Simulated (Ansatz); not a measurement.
# SiC (Moissanite) (P6_3mc) in Ansatz: reference runs

How does SiC (Moissanite) come out in PBE? The cell is run as given and disturbed.

Program: Ansatz 0.2.0. These are calculated values, not measurements. Logs are shortened: lines on timing, memory, paths and dates and some standing lists are left out, and cuts for length are marked.

## 1. The crystal as given

It takes space group P6_3mc (No. 186, hexagonal). The conventional cell has a = 3.076 Å, b = 3.076 Å, c = 5.048 Å, α = 90.00°, β = 90.00°, γ = 120.00°. Si (site symmetry 3m) is surrounded by 4 C at 1.87 to 1.94 Å. C (site symmetry 3m) is surrounded by 4 Si at 1.87 to 1.94 Å.

## 2. Single point, PBE

input.yaml reads:

```yaml
crystal:
  lattice:
    - [3.076, 0.0, 0.0]
    - [-1.538, 2.663894142, 0.0]
    - [0.0, 0.0, 5.048]
  atoms:
    - { symbol: Si, position: [0.6666666667, 0.3333333333, 0.5] }
    - { symbol: Si, position: [0.3333333333, 0.6666666667, 0.0] }
    - { symbol: C, position: [0.6666666667, 0.3333333333, 0.885] }
    - { symbol: C, position: [0.3333333333, 0.6666666667, 0.385] }
kpoints:
  mp_grid: { grid: [10, 10, 5] }
scf:
  occupations: { method: fermi_dirac, width: 0.05 }
hamiltonian:
  xc: pbe
  pseudopotentials: { kind: all_electron, lapw: { basis_error: 0.001 } }
output:
  forces: true
  stress: true
  eigenvalues: true
  populations: true
```

Potentials or basis: all-electron LAPW, scalar-relativistic.

Started as:

```sh
$ ansatz run input.yaml --threads 2 --pin off --max-ram 6144MiB --backend cpu --events-out ev --progress --plain --runs-dir out
```

The log of the run:

```text
Warning: RAYON_NUM_THREADS=2 ignored (pool sized by the plan → 2); use --threads N
Si: projections on atomic orbitals take those of the free atom 1s2 2s2 2p6 3s2 3p2, of charge +0.00 (hamiltonian.pseudopotentials.projection_atoms)
C: projections on atomic orbitals take those of the free atom 1s2 2s2 2p2, of charge +0.00 (hamiltonian.pseudopotentials.projection_atoms)
LAPW: plane waves up to 9.673 Å⁻¹, error target 1.0e-3 eV per atom; small_component_spin mean_spin; C in spheres of 0.875 Å, 6 of its electrons in bands, Dirac shells []; Si in spheres of 0.993 Å, 12 of its electrons in bands, Dirac shells [] (how accurate: hamiltonian.pseudopotentials.lapw.basis_error, Limitations)
Engine: ansatz 0.2.0, x86_64-unknown-linux-gnu
Pseudopotentials: kind: all_electron
Pseudopotential: Si, LAPW, valence charge 12, lapw/all_electron/scalar/gaussian/Si, Koelling and Harmon's equation, gaussian nucleus
Pseudopotential: C, LAPW, valence charge 6, lapw/all_electron/scalar/gaussian/C, Koelling and Harmon's equation, gaussian nucleus
Functional definition: PBE
  parameter kappa = 0.804
  parameter beta = 0.06672455060314922
  exchange = pbe_x(kappa = kappa, mu = beta*pi^2/3)
  correlation = pbe_c(beta = beta)
Crystal: 4 atoms, lattice volume = 41.364 Å³
Basis set: ecut = 356.49785117462466 eV, 627 PW (Γ), exchange–correlation at level 2
Bands: 22, of which v1, the nominal top of the filled ones, is band 18 counted from 1 (17 counted from 0)
Symmetry: 12 space group operations
Space group: P63mc (ITA 186), of the structure as read, at distance tolerance 3.5e-5 Å
k-points: 42 of 500 (time reversal used)
Non-local potential: Si, projectors of the file, none
Non-local potential: C, projectors of the file, none
Initial density: superposition of atomic densities (chi_scale 0.1, normalization cell, long waves kept (reshape's long-wave potential 0.00 eV rms))
Initial wavefunctions: plane waves of lowest kinetic energy (no species holds an atomic orbital)
Functional: x = pbe(κ = 0.804, μ = 0.2195149727645171), c = pbe(β = 0.06672455060314922)
iter 1 solved again at ethr=2.74e-2 eV; its pass at ethr=1.00e-1 eV (dr2=9.86e0 eV) is discarded
SCF iter   1: F=—  HF=-17862.735932 eV  |F-HF|=—  |Δ(HF+E_count)|=         —  Δρ=1.42e-1  dr2=9.86e0  ethr=2.74e-2  ⟨swp⟩=2.0  Hψ=6483  notcnv=0
preconditioner: auto → none  [insulator: Δε(μ)=4.627 eV  Ē_g=12.860 eV  σ=0.050 eV  W_gap=1.00  n_scr=10 (ndim 8)  ℏωp=23.1 eV  f_vac=0.000  D(μ)=0.00/eV (n_scr^D=0)  ε∞_Penn≈4.2]
iter 2 solved again at ethr=1.02e-3 eV; its pass at ethr=2.74e-2 eV (dr2=3.69e-1 eV) is discarded
SCF iter   2: F=—  HF=-17859.216461 eV  |F-HF|=—  |Δ(HF+E_count)|=    3.52e0  Δρ=3.76e-2  dr2=3.70e-1  ethr=1.02e-3  ⟨swp⟩=2.1  Hψ=4874  notcnv=0
SCF iter   3: F=—  HF=-17859.025369 eV  |F-HF|=—  |Δ(HF+E_count)|=         —  Δρ=1.68e-2  dr2=7.17e-2  ethr=1.02e-3  ⟨swp⟩=3.0  Hψ=2824  notcnv=0
the basis was enlarged: its passes take 474.9 KiB over the memory plan, 2 of 2 planned eigensolver slots
SCF iter   4: F=—  HF=-17859.020783 eV  |F-HF|=—  |Δ(HF+E_count)|=   4.59e-3  Δρ=1.15e-3  dr2=4.53e-4  ethr=1.99e-4  ⟨swp⟩=2.0  Hψ=2478  notcnv=0
SCF iter   5: F=—  HF=-17859.020837 eV  |F-HF|=—  |Δ(HF+E_count)|=   5.35e-5  Δρ=1.84e-4  dr2=6.35e-6  ethr=1.26e-6  ⟨swp⟩=3.0  Hψ=2564  notcnv=0
SCF iter   6: F=—  HF=-17859.020847 eV  |F-HF|=—  |Δ(HF+E_count)|=   9.97e-6  Δρ=5.37e-5  dr2=7.95e-7  ethr=1.76e-8  ⟨swp⟩=3.0  Hψ=2646  notcnv=0
SCF iter   7: F=-17859.020846 eV  HF=-17859.020846 eV  |F-HF|=1.46e-11  |Δ(HF+E_count)|=   1.92e-7  Δρ=3.70e-6  dr2=3.42e-9  ethr=2.21e-9  ⟨swp⟩=3.0  Hψ=2563  notcnv=0
SCF 1 converged in 7 iterations: F = -17859.020846 eV  dr2 = 3.42e-9
SCF converged after 7 iterations
Free energy (F): -17859.020846 eV
Harris-Foulkes:  -17859.020846 eV  (|F-HF|=1.46e-11)
Internal energy: -17859.020846 eV  (E = F + TS)
E sigma→0 (E₀):  -17859.020846 eV
Fermi energy:    12.267941 eV
--- Per-component energies (eV) ---
  E_band       = -2364.021767
  E_kinetic    = 17897.969307
  E_xc         = -1435.201371
  E_electrostatic = -34321.788782  (all electrons and nuclei)
  E_smearing   = -0.000000  (= −TS)
  E_closure    = 0.000000  (closes the sum)
  E_atoms      = -17828.979414  (free atoms, spherical and without spin; not in F)
  Σ components = -17859.020846   (vs F -17859.020846, Δ=0.00e0)
  Basis errors (estimates in eV, not in F): energy 5.4e-4 per atom: plane waves 4.9e-4 (3.1e-4 summed), levels above the bands 1.5e-53, relativity 2.1e-8, radial functions 5.0e-5, core shells 1.5e-12; eigenvalues (radial functions only) 1.7e-6; not estimated: angular momenta, meshes, grids; target (lapw.basis_error) 1.0e-3; muffin-tin radii C 0.875 Å, Si 0.993 Å
--- Forces (eV/Å), atoms counted from 1 ---
  atom   1  Si     0.00000000     0.00000000     0.75233290
  atom   2  Si     0.00000000    -0.00000000     0.75233290
  atom   3  C      0.00000000     0.00000000    -0.75235109
  atom   4  C     -0.00000000    -0.00000000    -0.75235109
  max |Σ_I F_I| component: 3.64e-5 eV/Å
--- Stress (GPa, compression-positive) ---
        5.321121       0.000000       0.000000
        0.000000       5.321121      -0.000000
        0.000000      -0.000000       0.493263
  P = ⅓ Tr σ = 3.7118 GPa (37.118 kbar)
--- Band table (eV; the first three rows and the last of 42) ---
  k-point 0: bands = ["-252.7600", "-252.7600", "-122.4009", "-122.4008", "-78.4593", "-78.4577", "-78.4351", "-78.4351", "-78.4348", "-78.4348", "-4.6632", "-1.1622", "2.3699", "9.5052", "9.5052", "10.7864", "10.7864", "11.0634", "15.6812", "17.0805", "17.5637", "17.5637"]
  k-point 1: bands = ["-252.7600", "-252.7600", "-122.4009", "-122.4008", "-78.4592", "-78.4579", "-78.4351", "-78.4351", "-78.4349", "-78.4349", "-4.4688", "-1.8583", "3.3875", "9.6115", "9.6115", "9.9897", "10.6455", "10.6455", "15.8612", "17.6331", "17.6331", "17.8840"]
  k-point 2: bands = ["-252.7600", "-252.7600", "-122.4009", "-122.4008", "-78.4588", "-78.4583", "-78.4350", "-78.4350", "-78.4349", "-78.4349", "-3.8949", "-2.9795", "5.4438", "7.7948", "9.9039", "9.9039", "10.2973", "10.2973", "16.3881", "17.2054", "17.9482", "17.9482"]
  k-point 41: bands = ["-252.7600", "-252.7600", "-122.4008", "-122.4008", "-78.4585", "-78.4584", "-78.4360", "-78.4360", "-78.4358", "-78.4357", "-0.1847", "0.1590", "3.1172", "3.4315", "5.0618", "5.8360", "8.8313", "9.2753", "15.7989", "15.9200", "16.7233", "17.9451"]
--- Löwdin populations: 4 sites ---
  site symbol       q [e]
     0     Si     12.9268
     1     Si     12.9268
     2      C      6.9954
     3      C      6.9954
  spilling = 0.003888 (of n_electrons = 40.000000)
```

Run time: 6.7 s. Hardware: 2 threads of Intel Xeon 6975P-C (Granite Rapids), shared host; peak memory 0.38 GiB.

Results:

```
Free energy            : -17859.0208 eV
Pressure               : 3.7 GPa
Largest force          : 0.752 eV/Å
Band gap on the k mesh : 2.48 eV, indirect (least direct gap 4.08 eV)
Loewdin charges        : Si +1.07; C -1.00 e
```

Forces on the atoms (eV/Å):
```
Si   0.000  0.000  0.752
Si   0.000  0.000  0.752
C    0.000  0.000 -0.752
C    0.000  0.000 -0.752
```

Caveat: an odd mesh through Γ misses points on the zone boundary, where band edges often lie. PBE gaps usually lie below the measured ones, often by a third to a half.

## 3. Single point, PBE (atoms moved at random, drawn with an rms of 0.05 Å)

input.yaml reads:

```yaml
crystal:
  lattice:
    - [3.076, 0.0, 0.0]
    - [-1.538, 2.663894142, 0.0]
    - [0.0, 0.0, 5.048]
  atoms:
    - { symbol: Si, position: [0.661762, 0.324002, 0.508236] }
    - { symbol: Si, position: [0.334398, 0.660629, 0.001333] }
    - { symbol: C, position: [0.686825, 0.339242, 0.887467] }
    - { symbol: C, position: [0.342142, 0.669094, 0.380023] }
kpoints:
  mp_grid: { grid: [10, 10, 5] }
scf:
  occupations: { method: fermi_dirac, width: 0.05 }
hamiltonian:
  xc: pbe
  pseudopotentials: { kind: all_electron, lapw: { basis_error: 0.001 } }
output:
  forces: true
  stress: true
  eigenvalues: true
  populations: true
```

Potentials or basis: all-electron LAPW, scalar-relativistic.

Started as:

```sh
$ ansatz run input.yaml --threads 2 --pin off --max-ram 6144MiB --backend cpu --events-out ev --progress --plain --runs-dir out
```

The log of the run:

```text
Warning: RAYON_NUM_THREADS=2 ignored (pool sized by the plan → 2); use --threads N
Si: projections on atomic orbitals take those of the free atom 1s2 2s2 2p6 3s2 3p2, of charge +0.00 (hamiltonian.pseudopotentials.projection_atoms)
C: projections on atomic orbitals take those of the free atom 1s2 2s2 2p2, of charge +0.00 (hamiltonian.pseudopotentials.projection_atoms)
LAPW: plane waves up to 9.966 Å⁻¹, error target 1.0e-3 eV per atom; small_component_spin mean_spin; C in spheres of 0.847 Å, 6 of its electrons in bands, Dirac shells []; Si in spheres of 0.971 Å, 12 of its electrons in bands, Dirac shells [] (how accurate: hamiltonian.pseudopotentials.lapw.basis_error, Limitations)
[... 6 set-up lines as earlier in the session ...]
[... 53 lines left out ...]
  P = ⅓ Tr σ = 3.7889 GPa (37.889 kbar)
--- Band table (eV; the first three rows and the last of 252) ---
  k-point 0: bands = ["-252.8134", "-252.7186", "-122.4270", "-122.3761", "-78.4791", "-78.4725", "-78.4538", "-78.4293", "-78.4187", "-78.4072", "-4.6681", "-1.1114", "2.2648", "9.4250", "9.6024", "10.7996", "10.8916", "11.0383", "15.6799", "17.0816", "17.5469", "17.5711"]
  k-point 1: bands = ["-252.8134", "-252.7186", "-122.4270", "-122.3761", "-78.4790", "-78.4725", "-78.4538", "-78.4293", "-78.4187", "-78.4072", "-4.4747", "-1.8267", "3.2996", "9.5068", "9.7069", "9.8528", "10.7325", "10.8477", "15.8597", "17.6141", "17.6161", "17.8497"]
  k-point 2: bands = ["-252.8134", "-252.7186", "-122.4270", "-122.3761", "-78.4790", "-78.4725", "-78.4538", "-78.4293", "-78.4187", "-78.4072", "-3.9111", "-2.9496", "5.3569", "7.6911", "9.7185", "9.9960", "10.3880", "10.5829", "16.3775", "17.2277", "17.8437", "17.9594"]
  k-point 251: bands = ["-252.8134", "-252.7186", "-122.4269", "-122.3760", "-78.4790", "-78.4735", "-78.4544", "-78.4295", "-78.4192", "-78.4080", "-0.8028", "-0.1647", "2.4242", "3.0395", "7.8727", "8.1431", "8.7504", "9.0357", "13.9131", "14.3167", "16.3841", "16.5463"]
--- Löwdin populations: 4 sites ---
  site symbol       q [e]
     0     Si     12.9483
     1     Si     12.9108
     2      C      7.0010
     3      C      6.9849
  spilling = 0.003876 (of n_electrons = 40.000000)
```

Wall time 42 s (2 threads of Intel Xeon 6975P-C (Granite Rapids), shared host); peak memory 0.83 GiB.

What came out:

* Free energy: -17858.9860 eV
* Pressure: 3.8 GPa
* Largest force: 1.503 eV/Å
* Band gap on the k mesh: 2.35 eV, indirect (least direct gap 3.96 eV)
* Loewdin charges: Si +1.05, +1.09; C -1.00, -0.98 e

Forces in eV/Å, atoms in the order of the input:
```
Si   0.492  0.629 -0.324
Si   0.865  0.669  0.943
C   -0.974 -0.719 -0.890
C   -0.383 -0.580  0.270
```

Stress tensor (GPa, compression positive):
```
4.92 1.15 1.54
1.15 4.22 1.48
1.54 1.48 2.23
```

Levels at points of the mesh, in eV from the valence-band top:
```csv
k point,band 14,band 15,band 16,band 17,band 18,band 19,band 20,band 21,band 22
"(0.00, 0.00, 0.00)",-1.61,-1.44,-0.24,-0.15,0.00,4.64,6.04,6.51,6.53
"(0.00, -0.50, 0.00)",-6.45,-5.51,-3.51,-3.34,-1.34,2.62,4.10,6.73,7.07
"(-0.50, 0.00, 0.00)",-6.48,-5.47,-3.46,-3.41,-1.35,2.63,4.24,6.79,7.07
"(-0.50, -0.50, 0.00)",-6.41,-5.53,-3.50,-3.31,-1.36,2.61,4.05,6.70,7.08
```

Caveat: an odd mesh through Γ misses points on the zone boundary, where band edges often lie.
